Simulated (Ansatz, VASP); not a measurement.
# Al35InN36 (In_Al): VASP beside Ansatz, part 3 of 3

Aim: how closely do two programs agree when they are given the same cell, functional and k mesh? Of the first pair: The structure shown is the start of the Ansatz relaxation below; VASP solves that cell, so the two are compared at the walk's first step.

VASP 6.6.1 and Ansatz 0.2.0.

So far. Step 3 (VASP: single point, r2SCAN, start cell, pair 1): The run ends at a pressure of 2.06 GPa, with forces up to 10.0 eV/Å.

**6. VASP: single point, r2SCAN, relaxed cell, pair 2**

Level of this step: r2SCAN, spin-polarised from a ferromagnetic start; plane waves and PAW (Al, N, In_d) (VASP).

The same cell, functional and mesh now go to VASP, with its own data sets.

The input, INCAR:

```
SYSTEM = Al35InN36
PREC = Accurate
ENCUT = 580
EDIFF = 1E-06
NELM = 200
ISMEAR = 0
SIGMA = 0.01
LREAL = Auto
ALGO = Normal
METAGGA = R2SCAN
LASPH = .TRUE.
NELECT = 297
NBANDS = 200
ISPIN = 2
MAGMOM = 0 0 0 0 0 0 0 0 0 0 0 -0 -0 0 -0 0 0 -0 -0 0 -0 -0 0 0 0 -0 -0 0 -0 -0 0 -0 -0 0 0 0.01 0.02 0.01 0.01 0.03 0.03 0.06 0.01 0.01 0.01 0.01 0.01 0.01 0.02 0.01 0.01 0.05 0.01 0.05 0.17 0.05 0.02 0.04 0.01 0.01 0 0 0 0.02 0.03 0.01 0.01 0.01 0.02 0.01 0.01 0.01
LORBIT = 11
LWAVE = .FALSE.
LCHARG = .FALSE.
ISIF = 2
ISYM = 0
NUPDOWN = 1
GGA_COMPAT = .FALSE.
LMIXTAU = .TRUE.
NCORE = 2
```

The input, POSCAR:

```
Al35InN36
1.0
    9.3195655372      0.0000000854      0.0000000000
   -4.6597828426      8.0709804647      0.0000000000
    0.0000000000      0.0000000000      9.9564777200
Al N In
35 36 1
Direct
    0.2223287825      0.1105703006      0.2491930804
    0.1074460217      0.2181218486      0.4995172923
    0.2224167873      0.1105403569      0.7493000074
    0.1101959560      0.2194371880      0.9993179757
    0.2182344282      0.4419080612      0.2453238698
    0.1073118645      0.5549420456      0.4994430215
    0.2169498256      0.4413690724      0.7538671666
    0.1101948271      0.5565935444      0.9992158160
    0.2223500962      0.7777869988      0.2492175131
    0.1116045994      0.8887538225      0.4990157131
    0.2225216967      0.7778365019      0.7491571376
    0.1115277659      0.8887833928      0.9994730520
    0.5563398670      0.1111615208      0.2493448497
    0.4450696193      0.2182527928      0.4996195150
    0.5566746957      0.1113058982      0.7493478359
    0.4435194832      0.2195132361      0.9993049478
    0.5573799041      0.4421112220      0.2451794917
    0.5586585476      0.4414387427      0.7542192419
    0.4449143658      0.5555630899      0.0004391258
    0.5579785093      0.7814544986      0.2449604628
    0.4452043250      0.8931346317      0.4994753032
    0.5589727692      0.7832300870      0.7545438549
    0.4438497381      0.8899445505      0.9993877038
    0.8891698515      0.1112191910      0.2494097198
    0.7782761619      0.2221566365      0.4986838437
    0.8890485163      0.1113896709      0.7494251636
    0.7782449185      0.2220993362      0.9995267677
    0.8888923373      0.4438889172      0.2492746474
    0.7820481491      0.5555755354      0.4995312914
    0.8888770381      0.4436754228      0.7493544046
    0.7802637535      0.5564287431      0.9994375962
    0.8897227232      0.7779628403      0.2494289443
    0.7826466832      0.8932581837      0.4997570525
    0.8897105329      0.7778574207      0.7492987450
    0.7804859045      0.8901801830      0.9994505336
    0.2228772831      0.1116278892      0.4404510758
    0.1107953663      0.2200265389      0.1887300988
    0.2222402799      0.1106348565      0.9394535871
    0.1117760018      0.2221691435      0.6904891050
    0.1999651886      0.4328207429      0.4342714567
    0.1109481588      0.5562721729      0.1889576541
    0.2213526995      0.4439054148      0.9440213479
    0.1118211444      0.5551493885      0.6904906825
    0.2228448073      0.7775181232      0.4405490532
    0.1117362990      0.8885979281      0.1901510761
    0.2224167411      0.7781330159      0.9395771941
    0.1118002652      0.8885806623      0.6894988241
    0.5562541788      0.1115710443      0.4395755684
    0.4439601578      0.2201504049      0.1889275693
    0.5561830441      0.1114061932      0.9395197927
    0.4452355318      0.2222218594      0.6905538965
    0.5668139350      0.4337491923      0.4345361644
    0.4447701451      0.5551438534      0.1929488840
    0.5563799121      0.4438796454      0.9442626513
    0.4453550998      0.5555335444      0.7128705268
    0.5678265782      0.8009455353      0.4344272242
    0.4441097761      0.8894272697      0.1891726894
    0.5565299192      0.7792358449      0.9444160108
    0.4454730616      0.8885350156      0.6904523533
    0.8890292148      0.1116114042      0.4394237868
    0.7783262285      0.2219503219      0.1899543687
    0.8889630591      0.1113653588      0.9393546307
    0.7784314715      0.2220320538      0.6895222156
    0.8889400795      0.4443248768      0.4395397109
    0.7799959914      0.5562645203      0.1893345834
    0.8890110632      0.4442442423      0.9395047146
    0.7780997400      0.5551402918      0.6905374005
    0.8889039776      0.7777875480      0.4404960911
    0.7802874316      0.8894214991      0.1890820206
    0.8895266033      0.7780143279      0.9397324062
    0.7782902455      0.8886215310      0.6906540805
    0.4443803556      0.5559163143      0.4975021856
```

The input, KPOINTS:

```
Points of the shifted mesh
1
Reciprocal
 0.2500000000  0.2500000000  0.2500000000 1
```

Potentials, in the order of the species: Al, N and In_d (PBE family, release 64).

Started as:

```
$ mpirun -np 8 vasp_std
```

Numbers of over 12 decimals in the logs are rounded to 6 here.

Log:

```text
[banner, memory and clock lines left out]
running    8 mpi-ranks, on    1 nodes
[...]
[... a notice as in an earlier step ...]

 LDA part: xc-table for (None), standard interpolation
 POSCAR, INCAR and KPOINTS ok, starting setup
[...]
entering main loop
       N       E                     dE             d eps       ncg     rms          rms(c)
DAV:   1     0.161251997553E+04    0.16125E+04   -0.14873E+05   800   0.156E+03
DAV:   2    -0.586955265036E+03   -0.21995E+04   -0.20641E+04   952   0.342E+02
DAV:   3    -0.854105438140E+03   -0.26715E+03   -0.26114E+03   952   0.129E+02
DAV:   4    -0.866312550358E+03   -0.12207E+02   -0.12137E+02  1032   0.324E+01
DAV:   5    -0.866693931953E+03   -0.38138E+00   -0.38077E+00  1048   0.511E+00BRMIX: very serious problems
 the old and the new charge density differ
 old charge density:   298.00000 new  297.00000
    0.546E+01
DAV:   6    -0.738160774138E+03    0.12853E+03   -0.28755E+02  1184   0.415E+01    0.294E+01
DAV:   7    -0.710884210369E+03    0.27277E+02   -0.17710E+01   952   0.116E+01    0.139E+01
DAV:   8    -0.726706225896E+03   -0.15822E+02   -0.42314E+00   912   0.750E+00    0.833E+00
DAV:   9    -0.705620021196E+03    0.21086E+02   -0.50384E+00   864   0.686E+00    0.401E+00
[...]
DAV:  22    -0.711118780191E+03   -0.12359E-04   -0.12220E-05   864   0.125E-02    0.362E-03
DAV:  23    -0.711118783302E+03   -0.31115E-05   -0.74081E-07   536   0.295E-03    0.182E-03
DAV:  24    -0.711118783645E+03   -0.34266E-06   -0.17353E-07   496   0.163E-03
   1 F= -.71111878E+03 E0= -.71111878E+03  d E =-.714431E-35  mag=     1.0000
```

Parts of OUTCAR (step 6):

```text
  FREE ENERGIE OF THE ION-ELECTRON SYSTEM (eV)
  ---------------------------------------------------
  free  energy   TOTEN  =      -711.1187836450 eV

  energy  without entropy=     -711.1187836450  energy(sigma->0) =     -711.11878365

 magnetization (x)
# of ion       s       p       d       tot
------------------------------------------
    1       -0.000   0.000   0.000  -0.000
    2       -0.000  -0.000   0.000  -0.000
    3       -0.000   0.000   0.000  -0.000
    4       -0.000   0.000   0.000  -0.000
    5       -0.000   0.001   0.000   0.001
    6       -0.000  -0.000   0.000  -0.000
    7       -0.002  -0.001   0.000  -0.003
    8       -0.001   0.000   0.000  -0.000
    9       -0.000  -0.000   0.000  -0.001
   10       -0.000   0.000   0.000   0.000
   11       -0.000   0.000   0.000  -0.000
   12       -0.000  -0.000   0.000  -0.001
   13       -0.000  -0.000   0.000  -0.001
[...]
--------------------------------------------------
tot         -0.001   0.752   0.015   0.766
```

The run ends at a pressure of 0.16 GPa, with forces up to 0.045 eV/Å.

**7. Comparison**

What differs besides the data sets and the points named for the pairs above, as far as they apply: site moments are counted in spheres of each program's own size. Total energies have different zeros and are not compared.

Compared:

```
                             quantity  Ansatz  VASP  difference
total moment, fixed by the input (μB)    1.00  1.00        0.00
                   moment on N55 (μB)    0.17  0.16       +0.01
                   moment on N42 (μB)    0.06  0.06        0.00
                   moment on N56 (μB)    0.05  0.05        0.00
```

At this near-relaxed geometry the largest component of a force difference is 38 meV/Å. The cell carries a charge of +1 e against a uniform background, so its pressure also hangs on how the neutralising background is counted, and in a defect's cell a gap may be the spacing between its levels.

**8. Outcome**

| Quantity | Value |
| --- | --- |
| r.m.s. force difference (single point, r2SCAN, start cell, pair 1) | 0.99 % of the r.m.s. force |
| difference in moment on N55 (single point, r2SCAN, relaxed cell, pair 2) | 0.0070 μB |

The r.m.s. force difference is 0.99 % of the r.m.s. force (single point, r2SCAN, start cell, pair 1), within the 3 % picked in this series as the mark of a large difference. Such differences can come from data sets, numerical settings and the points named under the comparisons, not from the functional's error against experiment.

[Lines on the potential files, build, host, timing and source positions are cut from VASP's logs without a mark.]

[Logs are printed without paths, hosts, clocks, repeated set-up lines and the standing remarks that a program may print on its own settings, such as how far it seeks lower states.]

[Hosts, paths, dates, database ids (printed as entryN), source tags and the programs' standing remarks are cut or masked in the printed files.]
